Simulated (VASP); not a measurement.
# BeS (R-3m) in VASP: settings compared

Aim: see how the results for BeS move with the level of theory and the settings. Levels: PBE, HSE06. Tasks: single point.

Everything below comes from runs of VASP 6.6.1. Logs are shortened: lines on timing, memory, paths and dates and some standing lists are left out, and cuts for length are marked.

## (1) The cell of the first run

The structure is trigonal, space group R-3m (No. 166). Conventional cell: a = 3.083 Å, b = 3.083 Å, c = 8.130 Å, α = 90.00°, β = 90.00°, γ = 120.00°. Be (site symmetry -3m) has 6 S at 2.24 Å as nearest neighbours. S (site symmetry -3m) is surrounded by 6 Be at 2.24 Å.

The cell was built by a generator and needn't be a form met in nature.

## (2) Single point, PBE (epitaxial_111 strain -5.9%)

Contents of INCAR:

```
ALGO = Normal
EDIFF = 1E-7
ENCUT = 520
GGA = PE
ISIF = 2
ISMEAR = -1
LASPH = T
LCHARG = F
LREAL = F
LWAVE = F
NBANDS = 11
NELM = 100
PREC = Accurate
SIGMA = 0.02
```

Contents of KPOINTS:

```
k-points
0
Gamma
  10 10 10
```

Contents of POSCAR:

```
BeS
1.0
    0.1109898902      2.2913348228      2.2913348228
    2.2913348228      0.1109898902      2.2913348228
    2.2913348228      2.2913348228      0.1109898902
Be S
1 1
Direct
    0.0000000000      0.0000000000      0.0000000000
    0.5000000000      0.5000000000      0.5000000000
```

Potentials or basis: VASP PAW PBE potentials, release 64 (Be, S).

Launch:

```bash
$ cat potpaw_PBE.64/Be/POTCAR potpaw_PBE.64/S/POTCAR > POTCAR
$ mpirun -np 1 vasp_std > vasp.out
```

OUTCAR:

```text
EDIFF = 1E-7
   ENCUT = 520
   GGA = PE
   ISIF = 2
   ISMEAR = -1
   LASPH = T
   LREAL = F
   NELM = 100
   PREC = Accurate

 ion  position               nearest neighbor table
   1  0.000  0.000  0.000-   2 2.24   2 2.24   2 2.24   2 2.24   2 2.24   2 2.24
   2  0.500  0.500  0.500-   1 2.24   1 2.24   1 2.24   1 2.24   1 2.24   1 2.24

  LATTYP: Found a trigonal (rhomboedric) cell.
 ALAT       =     3.2423370115
 COS(alpha) =     0.5477963099

  Lattice vectors:

 A1 = (   0.1109898902,   2.2913348228,   2.2913348228)
 A2 = (   2.2913348228,   0.1109898902,   2.2913348228)
 A3 = (   2.2913348228,   2.2913348228,   0.1109898902)

Analysis of symmetry for initial positions (statically):
=====================================================================
 Subroutine PRICEL returns:
 Original cell was already a primitive cell.

 Routine SETGRP: Setting up the symmetry group for a
 trigonal (rhombohedral) supercell.

 Subroutine GETGRP returns: Found 12 space group operations
 (whereof 12 operations were pure point group operations)
 out of a pool of 12 trial point group operations.

The static configuration has the point symmetry D_3d.

Analysis of symmetry for dynamics (positions and initial velocities):
=====================================================================
 Subroutine PRICEL returns:
 Original cell was already a primitive cell.

 Routine SETGRP: Setting up the symmetry group for a
 trigonal (rhombohedral) supercell.

 Subroutine GETGRP returns: Found 12 space group operations
 (whereof 12 operations were pure point group operations)
 out of a pool of 12 trial point group operations.

The dynamic configuration has the point symmetry D_3d.

 Subroutine INISYM returns: Found 12 space group operations
 (whereof 12 operations are pure point group operations),
 and found     1 'primitive' translations

----------------------------------------------------------------------------------------

                                     Primitive cell

  volume of cell :      22.3132

  direct lattice vectors                    reciprocal lattice vectors
     0.110989890  2.291334823  2.291334823    -0.234744227  0.223898800  0.223898800
     2.291334823  0.110989890  2.291334823     0.223898800 -0.234744227  0.223898800
     2.291334823  2.291334823  0.110989890     0.223898800  0.223898800 -0.234744227

  length of vectors
     3.242337011  3.242337011  3.242337011     0.394165191  0.394165191  0.394165191

  position of ions in fractional coordinates (direct lattice)
     0.000000000  0.000000000  0.000000000
     0.500000000  0.500000000  0.500000000

  ion indices of the primitive-cell ions
   primitive index   ion index
                 1           1
                 2           2

----------------------------------------------------------------------------------------

 KPOINTS: k-points

Automatic generation of k-mesh.
 Grid dimensions read from file:
 generate k-points for:   10   10   10

 Generating k-lattice:

  Cartesian coordinates                     Fractional coordinates (reciprocal lattice)
    -0.023474423  0.022389880  0.022389880     0.100000000  0.000000000 -0.000000000
     0.022389880 -0.023474423  0.022389880     0.000000000  0.100000000 -0.000000000
     0.022389880  0.022389880 -0.023474423     0.000000000  0.000000000  0.100000000

  Length of vectors
     0.039416519  0.039416519  0.039416519

  Shift w.r.t. Gamma in fractional coordinates (k-lattice)
     0.000000000  0.000000000  0.000000000

 Subroutine IBZKPT returns following result:
 ===========================================

 Found    116 irreducible k-points:

 Following reciprocal coordinates:
            Coordinates               Weight
  0.000000  0.000000  0.000000      1.000000
  0.100000  0.000000  0.000000      6.000000
  0.200000  0.000000  0.000000      6.000000
  0.300000  0.000000  0.000000      6.000000
  0.400000  0.000000 -0.000000      6.000000
  0.500000  0.000000  0.000000      3.000000
[... 16 lines left out ...]
  0.300000  0.300000  0.000000      6.000000
  0.400000  0.300000  0.000000     12.000000
 [... further k-points ...]
   k-points           NKPTS =    116   k-points in BZ     NKDIM =    116   number of bands    NBANDS=     11
   number of dos      NEDOS =    301   number of ions     NIONS =      2
   total plane-waves  NPLWV =  13824
   dimension x,y,z NGX =    24 NGY =   24 NGZ =   24
   dimension x,y,z NGXF=    48 NGYF=   48 NGZF=   48
   ions per type =               1   1
   NGX,Y,Z   is equivalent  to a cutoff of  12.31, 12.31, 12.31 a.u.
   NGXF,Y,Z  is equivalent  to a cutoff of  24.61, 24.61, 24.61 a.u.
 SYSTEM =  unknown system
   PREC   = accura    normal or accurate (medium, high low for compatibility)
   ISTART =      0    job   : 0-new  1-cont  2-samecut
   ICHARG =      2    charge: 1-file 2-atom 10-const
   ISPIN  =      1    spin polarized calculation?
   LNONCOLLINEAR =      F non collinear calculations
   LSORBIT =      F    spin-orbit coupling
   LASPH  =      T    aspherical Exc in radial PAW
   ENCUT  =  520.0 eV  38.22 Ry    6.18 a.u.   6.03  6.03  6.03*2*pi/ulx,y,z
   NELM   =    100;   NELMIN=  2; NELMDL= -5     # of ELM steps
   EDIFF  = 0.1E-06   stopping-criterion for ELM
   LREAL  =      F    real-space projection
   EDIFFG = 0.1E-05   stopping-criterion for IOM
   NSW    =      0    number of steps for IOM
   IBRION =     -1    ionic relax: 0-MD 1-quasi-New 2-CG
   NFREE  =      0    steps in history (QN), initial steepest desc. (CG)
   ISIF   =      2    stress and relaxation
   ISYM   =      2    0-nonsym 1-usesym 2-fastsym
   POTIM  = 0.5000    time-step for ionic-motion
   TEBEG  =    0.0;   TEEND  =   0.0 temperature during run
   PSTRESS=    0.0 pullay stress
   NELECT =       8.0000    total number of electrons
   NUPDOWN=      -1.0000    fix difference up-down
   EMIN   =  10.00;   EMAX   =-10.00  energy-range for DOS
   EFERMI =   0.00;   METHOD = LEGACY
   ISMEAR =    -1;   SIGMA  =   0.02  broadening in eV -4-tet -1-fermi 0-gaus
   EFERMI_NEDOS =   21; number of points for ismear=-14 and -15
   IALGO  =     38    algorithm
   IMIX   =      4    mixing-type and parameters
     AMIX     =   0.40;   BMIX     =  1.00
     AMIX_MAG =   1.60;   BMIX_MAG =  1.00
  volume/ion in A,a.u.               =      11.16        75.29
  Fermi-wavevector in a.u.,A,eV,Ry     =   1.163012  2.197774 18.403195  1.352597
  Thomas-Fermi vector in A             =   2.299567
   LORBIT       =      0    0 simple, 1 ext, 2 COOP (PROOUT), +10 PAW based schemes
   GGA     = PE    functional components
   LHFCALC =     F    Hartree Fock is set to
   AEXX    =    0.0000 exact exchange contribution
   IVDW    =     0    specifies the selected vdW correction
   LEPSILON=     F    determine dielectric tensor
   LRPA    =     F    only Hartree local field effects (RPA)
 non-spin polarized calculation
  energy-cutoff  :      520.00
  volume of cell :       22.31
 maximum number of plane-waves:       616
   NGX = 13   NGY = 13   NGZ = 13

 number of electron       7.9999999 magnetization

 Free energy of the ion-electron system (eV)
  ---------------------------------------------------
  ext. energy  EPLUGINS =         0.00000000
  ---------------------------------------------------
  free energy    TOTEN  =        -8.72439491 eV

  energy without entropy =       -8.72439491  energy(sigma->0) =       -8.72439491

 E-fermi :   8.6868     XC(G=0): -11.0747

 val. band max:        8.3868221258   @ k =   0.3000   0.2000   0.2000
 cond. band min:       8.9726869380   @ k =   0.5000   0.5000  -0.0000
 fundamental gap:      0.5858648122
 Fermi energy:         8.6868209638

 k-point     1 :       0.0000    0.0000    0.0000
  band No.  band energies     occupation
      1      -8.0839      2.00000
      2       6.7948      2.00000
      3       8.1313      2.00000
      4       8.1313      2.00000
      5      13.9920      0.00000
      6      16.2997      0.00000
      7      17.2644      0.00000
      8      17.2644      0.00000
      9      18.1248      0.00000
     10      18.1248      0.00000
     11      18.4070      0.00000

 k-point     2 :       0.1000    0.0000    0.0000
  band No.  band energies     occupation
      1      -7.9101      2.00000
      2       6.6124      2.00000
      3       7.2806      2.00000
      4       8.0396      2.00000
      5      14.1034      0.00000
      6      16.3460      0.00000
      7      16.5022      0.00000
      8      16.7768      0.00000
      9      17.2703      0.00000
     10      17.8553      0.00000
     11      18.5250      0.00000

 k-point     3 :       0.2000    0.0000    0.0000
  band No.  band energies     occupation
      1      -7.4028      2.00000
      2       4.8806      2.00000
      3       6.8599      2.00000
      4       7.8383      2.00000
      5      13.5226      0.00000
      6      14.5313      0.00000
      7      14.6596      0.00000
      8      17.1424      0.00000
      9      18.7258      0.00000
     10      19.0360      0.00000
     11      19.1735      0.00000

 k-point     4 :       0.3000    0.0000    0.0000
  band No.  band energies     occupation
      1      -6.6200      2.00000
      2       2.6675      2.00000
      3       6.8542      2.00000
      4       7.6551      2.00000
      5      12.3692      0.00000
      6      13.1993      0.00000
      7      13.2089      0.00000
      8      18.5435      0.00000
      9      19.1111      0.00000
     10      21.1783      0.00000
     11      21.2490      0.00000
[... 239 lines left out ...]
 k-point    22 :      -0.2000    0.2000    0.0000
  band No.  band energies     occupation
      1      -6.3137      2.00000
      2       3.2703      2.00000
      3       4.5582      2.00000
      4       7.5128      2.00000
      5      12.1849      0.00000
      6      12.4357      0.00000
      7      16.5450      0.00000
      8      16.5766      0.00000
      9      18.9959      0.00000
     10      20.4993      0.00000
     11      25.3077      0.00000

 k-point    23 :       0.3000    0.3000    0.0000
  band No.  band energies     occupation
      1      -6.1524      2.00000
      2       3.5425      2.00000
      3       4.7660      2.00000
      4       5.7429      2.00000
      5      10.2181      0.00000
      6      13.0222      0.00000
      7      18.6209      0.00000
      8      18.8643      0.00000
      9      19.7826      0.00000
     10      22.2812      0.00000
     11      24.0695      0.00000

 k-point    24 :       0.4000    0.3000    0.0000
  band No.  band energies     occupation
      1      -5.4441      2.00000
      2       2.3582      2.00000
      3       4.5154      2.00000
      4       4.8822      2.00000
      5       9.8615      0.00000
      6      13.3750      0.00000
      7      18.0137      0.00000
      8      19.1090      0.00000
      9      20.7667      0.00000
     10      24.1465      0.00000
     11      25.2284      0.00000

 [... further k-points ...]
[... 5 lines left out ...]
  --------------------------------------------------------------------------------------
  -------------------------------------------------------------------------------------
  Total        1.9679902      1.9679902      1.9679902     -0.9851444     -0.9851444     -0.9851444
  in kB      141.3095527    141.3095527    141.3095527    -70.7372986    -70.7372986    -70.7372986
  external PRESSURE =     141.3095527 kB  Pullay stress =       0.0000000 kB

 VOLUME and BASIS-vectors are now :
 -----------------------------------------------------------------------------
  energy-cutoff  :      520.00
  volume of cell :       22.31
      direct lattice vectors                 reciprocal lattice vectors
     0.110989890  2.291334823  2.291334823    -0.234744227  0.223898800  0.223898800
     2.291334823  0.110989890  2.291334823     0.223898800 -0.234744227  0.223898800
     2.291334823  2.291334823  0.110989890     0.223898800  0.223898800 -0.234744227

 POSITION                                       TOTAL-FORCE (eV/Angst)
 -----------------------------------------------------------------------------------
      0.00000      0.00000      0.00000         0.000000     -0.000000      0.000000
      2.34683      2.34683      2.34683        -0.000000      0.000000     -0.000000
 -----------------------------------------------------------------------------------
    total drift:                               -0.000000     -0.000000      0.000000

  FREE ENERGIE OF THE ION-ELECTRON SYSTEM (eV)
  ---------------------------------------------------
  free  energy   TOTEN  =        -8.7243949117 eV

  energy  without entropy=       -8.7243949093  energy(sigma->0) =       -8.72439491
```

Run time: 7.6 s. Hardware: 1 thread of Intel Xeon 6975P-C (Granite Rapids), shared host; peak memory 0.14 GiB.

What came out:

* Free energy: -8.7244 eV
* Pressure: 14.1 GPa
* Band gap on the k mesh: 0.59 eV, indirect (least direct gap 3.44 eV)

A k mesh can miss the band edges.

## (3) Single point, HSE06 (epitaxial_111 strain -5.9%)

POSCAR is that of step 2.

Contents of INCAR.step1:

```
SYSTEM = BeS
ALGO = Normal
EDIFF = 1E-5
ENCUT = 520
GGA = PE
ISIF = 2
ISMEAR = 0
LASPH = .True.
LREAL = .False.
LWAVE = .True.
NBANDS = 11
NELM = 100
PREC = Accurate
SIGMA = 0.01
```

Contents of INCAR.step2:

```
SYSTEM = BeS
ALGO = Normal
EDIFF = 1E-6
ENCUT = 520
GGA = PE
HFSCREEN = 0.2079
ISIF = 2
ISMEAR = 0
ISTART = 1
LASPH = .True.
LCHARG = .True.
LELF = .True.
LHFCALC = .True.
LREAL = .False.
LVHAR = .True.
LWAVE = .False.
NBANDS = 11
NELM = 100
PREC = Accurate
PRECFOCK = Normal
SIGMA = 0.01
```

Contents of KPOINTS:

```
k-points
0
Gamma
  6 6 6
  0 0 0
```

Potentials or basis: VASP PAW PBE potentials, release 64 (Be, S).

Launch:

```bash
$ cat potpaw_PBE.64/Be/POTCAR potpaw_PBE.64/S/POTCAR > POTCAR
$ cp INCAR.step1 INCAR
$ mpirun -np 1 vasp_std > vasp.out
$ cp INCAR.step2 INCAR
$ mpirun -np 1 vasp_std > vasp.out
```

OUTCAR:

```text
SYSTEM = BeS
   EDIFF = 1E-6
   ENCUT = 520
   GGA = PE
   HFSCREEN = 0.2079
   ISIF = 2
   ISMEAR = 0
   ISTART = 1
   LASPH = .True.
   LHFCALC = .True.
   LREAL = .False.
   NELM = 100
   PREC = Accurate
   PRECFOCK = Normal

 ion  position               nearest neighbor table
   1  0.000  0.000  0.000-   2 2.24   2 2.24   2 2.24   2 2.24   2 2.24   2 2.24
   2  0.500  0.500  0.500-   1 2.24   1 2.24   1 2.24   1 2.24   1 2.24   1 2.24

  LATTYP: Found a trigonal (rhomboedric) cell.
 ALAT       =     3.2423370115
 COS(alpha) =     0.5477963099

[... 525 lines left out ...]
      6      15.4617      0.00000
      7      16.7927      0.00000
      8      21.3024      0.00000
      9      22.5322      0.00000
     10      24.6314      0.00000
     11      27.7011      0.00000

 [... further k-points ...]
[... 5 lines left out ...]
  --------------------------------------------------------------------------------------
  -------------------------------------------------------------------------------------
  Total        1.7951710      1.7951710      1.7951710     -1.0268608     -1.0268608     -1.0268608
  in kB      128.9004413    128.9004413    128.9004413    -73.7327030    -73.7327030    -73.7327030
  external PRESSURE =     128.9004413 kB  Pullay stress =       0.0000000 kB

 VOLUME and BASIS-vectors are now :
 -----------------------------------------------------------------------------
  energy-cutoff  :      520.00
  volume of cell :       22.31
      direct lattice vectors                 reciprocal lattice vectors
     0.110989890  2.291334823  2.291334823    -0.234744227  0.223898800  0.223898800
     2.291334823  0.110989890  2.291334823     0.223898800 -0.234744227  0.223898800
     2.291334823  2.291334823  0.110989890     0.223898800  0.223898800 -0.234744227

 POSITION                                       TOTAL-FORCE (eV/Angst)
 -----------------------------------------------------------------------------------
      0.00000      0.00000      0.00000        -0.000000     -0.000000      0.000000
      2.34683      2.34683      2.34683         0.000000      0.000000     -0.000000
 -----------------------------------------------------------------------------------
    total drift:                                0.000000      0.000000      0.000000

  FREE ENERGIE OF THE ION-ELECTRON SYSTEM (eV)
  ---------------------------------------------------
  free  energy   TOTEN  =       -10.0173124339 eV

  energy  without entropy=      -10.0173124339  energy(sigma->0) =      -10.01731243
```

OUTCAR.step1:

```text
SYSTEM = BeS
   EDIFF = 1E-5
   ENCUT = 520
   GGA = PE
   ISIF = 2
   ISMEAR = 0
[... 560 lines left out ...]
      0.00000      0.00000      0.00000        -0.000000      0.000000      0.000000
      2.34683      2.34683      2.34683         0.000000     -0.000000     -0.000000
 -----------------------------------------------------------------------------------
    total drift:                               -0.000000     -0.000000      0.000000

  FREE ENERGIE OF THE ION-ELECTRON SYSTEM (eV)
  ---------------------------------------------------
  free  energy   TOTEN  =        -8.7043368501 eV

  energy  without entropy=       -8.7043368501  energy(sigma->0) =       -8.70433685
```

Run time: 7.8 min. Hardware: 1 thread of Intel Xeon 6975P-C (Granite Rapids), shared host; peak memory 0.24 GiB.

What came out:

```
Free energy            : -10.0173 eV
Pressure               : 12.9 GPa
Band gap on the k mesh : 1.39 eV, indirect (least direct gap 4.42 eV)
```

Stress tensor (GPa, compression positive):
```
12.89 -7.37 -7.37
-7.37 12.89 -7.37
-7.37 -7.37 12.89
```

Levels at points of the mesh, in eV from the valence-band top:
```csv
k point,band 2,band 3,band 4,band 5,band 6,band 7
"(0.00, 0.00, 0.00)",-1.63,-0.22,-0.22,6.78,9.10,10.05
"(0.50, 0.00, 0.00)",-9.12,-1.41,-0.88,3.54,4.58,4.98
"(0.50, 0.50, 0.00)",-8.78,-4.80,-3.77,1.39,4.46,13.87
"(0.50, 0.50, 0.50)",-9.53,-0.39,-0.39,5.08,5.08,5.97
```

Caveat: the PAW data sets were made with another functional, which shifts forces and pressure a little.
